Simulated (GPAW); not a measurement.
## CoO and the effect of the Hubbard U on Co d

Symmetry: R-3m, No. 166, trigonal system. Conventional cell: a = 3.011 Å, b = 3.011 Å, c = 7.320 Å, α = 90.00°, β = 90.00°, γ = 120.00°. Around Co (site symmetry -3m) lie 6 O at 2.12 Å. O (site symmetry -3m) has 6 Co at 2.12 Å as nearest neighbours.

The cell is a database's computed one, not the measured one.

Kept alike: task band structure; functional PBEsol; k mesh 8 × 8 × 8; occupations fermi-dirac, width 0.05 eV; collinear spin, ferromagnetic start. Program: GPAW, PAW data sets generated for this functional, cutoff 800 eV. The mesh is that of the run's cell of 2 atoms. No spin-orbit coupling.

| run | pressure (GPa) | largest site moment (μB) |
| --- | --- | --- |
| A | -7.10 | 2.60 |
| B | -3.61 | 2.69 |
| C | -5.98 | 2.67 |
| D | -6.55 | 2.64 |
| E | -1.33 | 2.79 |
| F | -8.62 | 2.50 |
| G | -2.42 | 2.75 |

Pressure is positive in compression; the values hold the error of the finite cutoff, so their zero can differ a little from the energy's minimum. For a metal such a mesh leaves the last digits unconverged. The measured crystal is an antiferromagnetic insulator; a metallic or parallel state is the runs' own. How U acts hangs on the program's projectors. The runs hold the magnetic state that their start led to, which needn't be the lowest. Site moments count inside each atom's sphere or projector.

The runs differ in the Hubbard U on Co d alone: 0; 1; 2; 3; 4; 6; 8 eV. Which run is which?

Run A is 1 eV; run B is 4 eV; run C is 3 eV; run D is 2 eV; run E is 8 eV; run F is 0 eV; run G is 6 eV. The pressure rises from -8.62 to -1.33 GPa between 0 and 8 eV. U localises the shell and weakens its bonds, so the cell pushes outwards. Its step between 3 and 4 is the steepest for its width, which can mark a change of electronic state. The largest site moment rises from 2.50 to 2.79 μB between 0 and 8 eV. U favours whole occupations of the shell, which as a rule raises the local moment.
